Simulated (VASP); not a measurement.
# Ta (Fm-3m) in VASP: further runs, part 2 of 2

VASP 6.6.1. The steps go on from the part before.

## (3) Relaxation of cell and atoms, PBEsol

This run uses another cell than the first one, of 18.15 Å³/atom, 0.997 times its volume.

Input file INCAR:

```
PREC     = Accurate       # precision mode
ENCUT    = 600            # plane-wave cutoff, eV
EDIFF    = 1E-6           # SCF threshold, eV
ISMEAR   = 0              # smearing method
SIGMA    = 0.1            # smearing width, eV
LREAL    = False          # projectors in reciprocal space
LASPH    = True           # aspherical terms in the spheres
NELM     = 100            # most SCF steps
ALGO     = Normal         # electronic algorithm
ISIF     = 3              # what is computed and relaxed
LWAVE    = False          # write WAVECAR
LCHARG   = False          # write CHGCAR
GGA      = PS             # functional
IBRION   = 2              # ionic algorithm
NSW      = 100            # ionic steps
EDIFFG   = -0.005         # ionic threshold
```

Input file KPOINTS:

```
regular mesh
0
Gamma
  18 18 18
```

Input file POSCAR:

```
Ta
1.0
    0.0000000000      2.0859058039      2.0859058039
    2.0859058039      0.0000000000      2.0859058039
    2.0859058039      2.0859058039      0.0000000000
Ta
1
Direct
    0.0000000000      0.0000000000      0.0000000000
```

Potentials or basis: VASP PAW PBE potentials, release 64 (Ta_pv).

Started as:

```console
$ cat potpaw_PBE.64/Ta_pv/POTCAR > POTCAR
$ mpirun -np 1 vasp_std > vasp.out
```

OUTCAR:

```text
PREC = Accurate
   ENCUT = 600
   EDIFF = 1E-6
   ISMEAR = 0
   LREAL = False
   LASPH = True
   NELM = 100
   ISIF = 3
   GGA = PS
   IBRION = 2
   NSW = 100
   EDIFFG = -0.005

 ion  position               nearest neighbor table
   1  0.000  0.000  0.000-

  LATTYP: Found a face centered cubic cell.
 ALAT       =     4.1718116078

  Lattice vectors:

 A1 = (   0.0000000000,   2.0859058039,   2.0859058039)
 A2 = (   2.0859058039,   0.0000000000,   2.0859058039)
 A3 = (   2.0859058039,   2.0859058039,   0.0000000000)

Analysis of symmetry for initial positions (statically):
=====================================================================
 Subroutine PRICEL returns:
 Original cell was already a primitive cell.

 Routine SETGRP: Setting up the symmetry group for a
 face centered cubic supercell.

 Subroutine GETGRP returns: Found 48 space group operations
 (whereof 48 operations were pure point group operations)
 out of a pool of 48 trial point group operations.

The static configuration has the point symmetry O_h .

Analysis of symmetry for dynamics (positions and initial velocities):
=====================================================================
 Subroutine PRICEL returns:
 Original cell was already a primitive cell.

 Routine SETGRP: Setting up the symmetry group for a
 face centered cubic supercell.

 Subroutine GETGRP returns: Found 48 space group operations
 (whereof 48 operations were pure point group operations)
 out of a pool of 48 trial point group operations.

The dynamic configuration has the point symmetry O_h .

 Subroutine INISYM returns: Found 48 space group operations
 (whereof 48 operations are pure point group operations),
 and found     1 'primitive' translations

----------------------------------------------------------------------------------------

                                     Primitive cell

  volume of cell :      18.1516

  direct lattice vectors                    reciprocal lattice vectors
     0.000000000  2.085905804  2.085905804    -0.239704017  0.239704017  0.239704017
     2.085905804  0.000000000  2.085905804     0.239704017 -0.239704017  0.239704017
     2.085905804  2.085905804  0.000000000     0.239704017  0.239704017 -0.239704017

  length of vectors
     2.949916278  2.949916278  2.949916278     0.415179536  0.415179536  0.415179536

  position of ions in fractional coordinates (direct lattice)
     0.000000000  0.000000000  0.000000000

  ion indices of the primitive-cell ions
   primitive index   ion index
                 1           1

----------------------------------------------------------------------------------------

 KPOINTS: regular mesh

Automatic generation of k-mesh.
 Grid dimensions read from file:
 generate k-points for:   18   18   18

 Generating k-lattice:

  Cartesian coordinates                     Fractional coordinates (reciprocal lattice)
    -0.013316890  0.013316890  0.013316890     0.055555556  0.000000000  0.000000000
     0.013316890 -0.013316890  0.013316890     0.000000000  0.055555556  0.000000000
     0.013316890  0.013316890 -0.013316890     0.000000000  0.000000000  0.055555556
[... 46 lines left out ...]
   NGXF,Y,Z  is equivalent  to a cutoff of  27.05, 27.05, 27.05 a.u.
 SYSTEM =  unknown system
   PREC   = accura    normal or accurate (medium, high low for compatibility)
   ISTART =      0    job   : 0-new  1-cont  2-samecut
   ICHARG =      2    charge: 1-file 2-atom 10-const
   ISPIN  =      1    spin polarized calculation?
   LNONCOLLINEAR =      F non collinear calculations
   LSORBIT =      F    spin-orbit coupling
   LASPH  =      T    aspherical Exc in radial PAW
   ENCUT  =  600.0 eV  44.10 Ry    6.64 a.u.   5.89  5.89  5.89*2*pi/ulx,y,z
   NELM   =    100;   NELMIN=  2; NELMDL= -5     # of ELM steps
   EDIFF  = 0.1E-05   stopping-criterion for ELM
   LREAL  =      F    real-space projection
   EDIFFG = -.5E-02   stopping-criterion for IOM
   NSW    =    100    number of steps for IOM
   IBRION =      2    ionic relax: 0-MD 1-quasi-New 2-CG
   NFREE  =      1    steps in history (QN), initial steepest desc. (CG)
   ISIF   =      3    stress and relaxation
   ISYM   =      2    0-nonsym 1-usesym 2-fastsym
   POTIM  = 0.5000    time-step for ionic-motion
   TEBEG  =    0.0;   TEEND  =   0.0 temperature during run
   PSTRESS=    0.0 pullay stress
   NELECT =      11.0000    total number of electrons
   NUPDOWN=      -1.0000    fix difference up-down
   EMIN   =  10.00;   EMAX   =-10.00  energy-range for DOS
   EFERMI =   0.00;   METHOD = LEGACY
   ISMEAR =     0;   SIGMA  =   0.10  broadening in eV -4-tet -1-fermi 0-gaus
   EFERMI_NEDOS =   21; number of points for ismear=-14 and -15
   IALGO  =     38    algorithm
   IMIX   =      4    mixing-type and parameters
     AMIX     =   0.40;   BMIX     =  1.00
     AMIX_MAG =   1.60;   BMIX_MAG =  1.00
  volume/ion in A,a.u.               =      18.15       122.49
  Fermi-wavevector in a.u.,A,eV,Ry     =   1.385376  2.617981 26.113213  1.919267
  Thomas-Fermi vector in A             =   2.509792
   LORBIT       =      0    0 simple, 1 ext, 2 COOP (PROOUT), +10 PAW based schemes
   GGA     = PS    functional components
   LHFCALC =     F    Hartree Fock is set to
   AEXX    =    0.0000 exact exchange contribution
   IVDW    =     0    specifies the selected vdW correction
   LEPSILON=     F    determine dielectric tensor
   LRPA    =     F    only Hartree local field effects (RPA)
 conjugate gradient relaxation of ions
 non-spin polarized calculation
 Gauss-broadening in eV      SIGMA  =   0.10
  energy-cutoff  :      600.00
  volume of cell :       18.15
 maximum number of plane-waves:       620
   NGX = 11   NGY = 11   NGZ = 11

--------------------------------------- Ionic step        1  -------------------------------------------

 number of electron      11.0000001 magnetization

 Free energy of the ion-electron system (eV)
  ---------------------------------------------------
  ext. energy  EPLUGINS =         0.00000000
  ---------------------------------------------------
  free energy    TOTEN  =       -12.28839603 eV

  energy without entropy =      -12.28145320  energy(sigma->0) =      -12.28492461

------------------------ aborting loop because EDIFF is reached ----------------------------------------

  FORCE on cell =-STRESS in cart. coord.  units (eV):
  Direction    XX          YY          ZZ          XY          YZ          ZX
  --------------------------------------------------------------------------------------
  -------------------------------------------------------------------------------------
  Total        0.0784281      0.0784281      0.0784281     -0.0000000     -0.0000000      0.0000000
  in kB        6.9225863      6.9225863      6.9225863     -0.0000000     -0.0000000      0.0000000
  external PRESSURE =       6.9225863 kB  Pullay stress =       0.0000000 kB
[... 57 lines left out ...]
--------------------------------------- Ionic step        3  -------------------------------------------

 number of electron      11.0000001 magnetization

 Free energy of the ion-electron system (eV)
  ---------------------------------------------------
  ext. energy  EPLUGINS =         0.00000000
  ---------------------------------------------------
  free energy    TOTEN  =       -12.28852723 eV

  energy without entropy =      -12.28157540  energy(sigma->0) =      -12.28505132

 E-fermi :   5.6165     XC(G=0): -12.6739

 val. band max:        5.6071841136   @ k =  -0.3889   0.1667   0.0000
 cond. band min:       5.6223499809   @ k =  -0.3889   0.3889   0.1111
 fundamental gap:      0.0151658674
 Fermi energy:         5.6165241395

 k-point     1 :       0.0000    0.0000    0.0000
  band No.  band energies     occupation
      1     -27.8546      2.00000
      2     -27.8546      2.00000
      3     -27.8546      2.00000
      4      -2.6564      2.00000
      5       6.0363      0.00000
      6       6.0363      0.00000
      7       6.0363      0.00000
      8       9.1514      0.00000
      9       9.1514      0.00000
[... 265 lines left out ...]
 k-point    24 :      -0.2222    0.0556    0.0000
  band No.  band energies     occupation
      1     -28.4131      2.00000
      2     -27.9641      2.00000
      3     -27.9139      2.00000
      4      -0.5232      2.00000
      5       4.8236      2.00000
      6       6.4081      0.00000
      7       6.5753      0.00000
      8       8.6288      0.00000
      9       9.6551      0.00000

 [... further k-points ...]

------------------------ aborting loop because EDIFF is reached ----------------------------------------

  FORCE on cell =-STRESS in cart. coord.  units (eV):
  Direction    XX          YY          ZZ          XY          YZ          ZX
  --------------------------------------------------------------------------------------
  -------------------------------------------------------------------------------------
  Total        0.0006004      0.0006004      0.0006004      0.0000000     -0.0000000      0.0000000
  in kB        0.0528128      0.0528128      0.0528128      0.0000000     -0.0000000      0.0000000
  external PRESSURE =       0.0528128 kB  Pullay stress =       0.0000000 kB
[... 16 lines left out ...]
  FREE ENERGIE OF THE ION-ELECTRON SYSTEM (eV)
  ---------------------------------------------------
  free  energy   TOTEN  =       -12.2885272321 eV

  energy  without entropy=      -12.2815754049  energy(sigma->0) =      -12.28505132

 reached required accuracy - stopping structural energy minimisation
```

Wall time 36 s (1 thread of Intel Xeon Platinum 8488C (Sapphire Rapids), shared host); peak memory 0.17 GiB.

Results:

- Free energy: -12.2885 eV
- Relaxed volume: 18.21 Å³/atom
- Relaxed cell: a = 2.953 Å, b = 2.953 Å, c = 2.953 Å, α = 60.00°, β = 60.00°, γ = 60.00°
- Space group after relaxing (to 0.05 Å): Fm-3m (No. 225)
- Energy gained by relaxing: 0.1 meV/atom
- Ionic steps: 3
- Pressure after relaxing: 0.0 GPa
- Band gap on the k mesh: none (metal or under the smearing width)

Step by step:
| step | energy change (eV) | largest force (eV/Å) | pressure (GPa) | volume (Å³) |
| --- | --- | --- | --- | --- |
| 1 | 0.0000 | 0.0000 | 0.69 | 18.15 |
| 2 | 0.0006 | 0.0000 | -1.58 | 18.36 |
| 3 | -0.0001 | 0.0000 | 0.01 | 18.21 |

Final structure:
```cif
data_structure
_symmetry_space_group_name_H-M 'P 1'
_symmetry_Int_Tables_number 1
_cell_length_a 2.9533
_cell_length_b 2.9533
_cell_length_c 2.9533
_cell_angle_alpha 60.000
_cell_angle_beta 60.000
_cell_angle_gamma 60.000
_cell_volume 18.21
loop_
_atom_site_label
_atom_site_type_symbol
_atom_site_fract_x
_atom_site_fract_y
_atom_site_fract_z
_atom_site_occupancy
Ta1 Ta 0.00000 0.00000 0.00000 1
```

Caveat: the PAW data sets were made with another functional, which shifts forces and pressure a little. Spin-orbit coupling is left out, which matters for the levels of Ta.

## (4) Single point, PBEsol

This run uses another cell than the first one, of 18.15 Å³/atom, 0.997 times its volume.

Input file INCAR:

```
PREC = Accurate ; ENCUT = 520
EDIFF = 1E-6 ; ISMEAR = 0
SIGMA = 0.1 ; LREAL = False
LASPH = True ; NELM = 100
ALGO = Normal ; ISIF = 2
LWAVE = False ; LCHARG = False
GGA = PS ; NBANDS = 12
```

Input file KPOINTS:

```
Automatic mesh
0
Gamma
  8 8 8
```

POSCAR is that of step 3.

Potentials or basis: VASP PAW PBE potentials, release 64 (Ta_pv).

Started as:

```console
$ cat potpaw_PBE.64/Ta_pv/POTCAR > POTCAR
$ mpirun -np 1 vasp_std > vasp.out
```

OUTCAR:

```text
PREC = Accurate
   ENCUT = 520
   EDIFF = 1E-6
   ISMEAR = 0
   LREAL = False
   LASPH = True
   NELM = 100
   ISIF = 2
   GGA = PS

 ion  position               nearest neighbor table
   1  0.000  0.000  0.000-

  LATTYP: Found a face centered cubic cell.
 ALAT       =     4.1718116078

  Lattice vectors:

 A1 = (   0.0000000000,   2.0859058039,   2.0859058039)
 A2 = (   2.0859058039,   0.0000000000,   2.0859058039)
 A3 = (   2.0859058039,   2.0859058039,   0.0000000000)

Analysis of symmetry for initial positions (statically):
=====================================================================
 Subroutine PRICEL returns:
 Original cell was already a primitive cell.

 Routine SETGRP: Setting up the symmetry group for a
 face centered cubic supercell.

 Subroutine GETGRP returns: Found 48 space group operations
 (whereof 48 operations were pure point group operations)
 out of a pool of 48 trial point group operations.

The static configuration has the point symmetry O_h .

Analysis of symmetry for dynamics (positions and initial velocities):
=====================================================================
 Subroutine PRICEL returns:
 Original cell was already a primitive cell.

 Routine SETGRP: Setting up the symmetry group for a
 face centered cubic supercell.

 Subroutine GETGRP returns: Found 48 space group operations
 (whereof 48 operations were pure point group operations)
 out of a pool of 48 trial point group operations.

The dynamic configuration has the point symmetry O_h .

 Subroutine INISYM returns: Found 48 space group operations
 (whereof 48 operations are pure point group operations),
 and found     1 'primitive' translations

----------------------------------------------------------------------------------------

                                     Primitive cell

  volume of cell :      18.1516

  direct lattice vectors                    reciprocal lattice vectors
     0.000000000  2.085905804  2.085905804    -0.239704017  0.239704017  0.239704017
[... 114 lines left out ...]
   LRPA    =     F    only Hartree local field effects (RPA)
 non-spin polarized calculation
 Gauss-broadening in eV      SIGMA  =   0.10
  energy-cutoff  :      520.00
  volume of cell :       18.15
 maximum number of plane-waves:       531
 NGX is ok and might be reduce to    24
   NGX = 11   NGY = 11   NGZ = 11

 number of electron      11.0000001 magnetization

 Free energy of the ion-electron system (eV)
  ---------------------------------------------------
  ext. energy  EPLUGINS =         0.00000000
  ---------------------------------------------------
  free energy    TOTEN  =       -12.26921871 eV

  energy without entropy =      -12.25807490  energy(sigma->0) =      -12.26364681

 E-fermi :   5.6019     XC(G=0): -12.6936

 val. band max:        5.5656359105   @ k =   0.3750   0.2500   0.1250
 cond. band min:       5.6322518653   @ k =   0.3750   0.1250   0.0000
 fundamental gap:      0.0666159549
 Fermi energy:         5.6019482741

 k-point     1 :       0.0000    0.0000    0.0000
  band No.  band energies     occupation
      1     -27.8289      2.00000
      2     -27.8289      2.00000
      3     -27.8289      2.00000
      4      -2.6408      2.00000
      5       6.0591      0.00000
      6       6.0591      0.00000
      7       6.0591      0.00000
      8       9.1834      0.00000
      9       9.1834      0.00000
     10      18.2641      0.00000
     11      19.8267      0.00000
     12      23.2275      0.00000
[... 331 lines left out ...]
 k-point    24 :      -0.3750    0.2500    0.1250
  band No.  band energies     occupation
      1     -28.8165      2.00000
      2     -28.2857      2.00000
      3     -28.0772      2.00000
      4       2.4250      2.00000
      5       3.8933      2.00000
      6       5.4398      1.97815
      7       7.2340      0.00000
      8      11.0732      0.00000
      9      13.8897      0.00000
     10      14.9852      0.00000
     11      19.8344      0.00000
     12      21.0652      0.00000

 [... further k-points ...]

------------------------ aborting loop because EDIFF is reached ----------------------------------------

  FORCE on cell =-STRESS in cart. coord.  units (eV):
  Direction    XX          YY          ZZ          XY          YZ          ZX
  --------------------------------------------------------------------------------------
  -------------------------------------------------------------------------------------
  Total        0.2454342      0.2454342      0.2454342      0.0000000      0.0000000     -0.0000000
  in kB       21.6636491     21.6636491     21.6636491      0.0000000      0.0000000     -0.0000000
  external PRESSURE =      21.6636491 kB  Pullay stress =       0.0000000 kB

 VOLUME and BASIS-vectors are now :
 -----------------------------------------------------------------------------
  energy-cutoff  :      520.00
  volume of cell :       18.15
      direct lattice vectors                 reciprocal lattice vectors
     0.000000000  2.085905804  2.085905804    -0.239704017  0.239704017  0.239704017
     2.085905804  0.000000000  2.085905804     0.239704017 -0.239704017  0.239704017
     2.085905804  2.085905804  0.000000000     0.239704017  0.239704017 -0.239704017

 POSITION                                       TOTAL-FORCE (eV/Angst)
 -----------------------------------------------------------------------------------
      0.00000      0.00000      0.00000         0.000000     -0.000000     -0.000000
 -----------------------------------------------------------------------------------
    total drift:                                0.000000      0.000000      0.000000

  FREE ENERGIE OF THE ION-ELECTRON SYSTEM (eV)
  ---------------------------------------------------
  free  energy   TOTEN  =       -12.2692187079 eV

  energy  without entropy=      -12.2580749049  energy(sigma->0) =      -12.26364681
```

It took 5.1 s on 1 thread of Intel Xeon Platinum 8488C (Sapphire Rapids), shared host; peak memory 0.14 GiB.

Results:

```
Free energy            : -12.2692 eV
Pressure               : 2.2 GPa
Band gap on the k mesh : none (metal or under the smearing width)
```

Levels at points of the mesh, in eV from the Fermi level:
| k point | band 3 | band 4 | band 5 | band 6 | band 7 | band 8 |
| --- | --- | --- | --- | --- | --- | --- |
| (0.00, 0.00, 0.00) | -33.43 | -8.24 | 0.46 | 0.46 | 0.46 | 3.58 |
| (0.50, 0.00, 0.00) | -33.58 | -4.73 | 0.21 | 0.21 | 0.86 | 6.05 |
| (0.50, 0.50, 0.00) | -33.84 | -4.56 | -3.48 | 3.15 | 6.03 | 6.79 |

Caveat: the PAW data sets were made with another functional, which shifts forces and pressure a little.

## (5) The runs side by side

```tsv
task	cell	k mesh	cutoff (eV)	gap on the mesh (eV)	pressure (GPa)
single point	Fm-3m, 18.2 Å³/atom	18 × 18 × 18	520	none	0.1
relaxation of cell and atoms	relaxed	18 × 18 × 18	600	none	0.0
single point	Fm-3m, 18.15 Å³/atom	8 × 8 × 8	520	none	2.2
```

Alike in all rows: level PBEsol; potentials or basis VASP PAW PBE potentials, release 64 (Ta_pv); no spin polarisation; smearing gaussian 0.1 eV.

Caveats: the PAW data sets were made with another functional, which shifts forces and pressure a little.

Absolute energies hang on the potentials; compare differences alone.
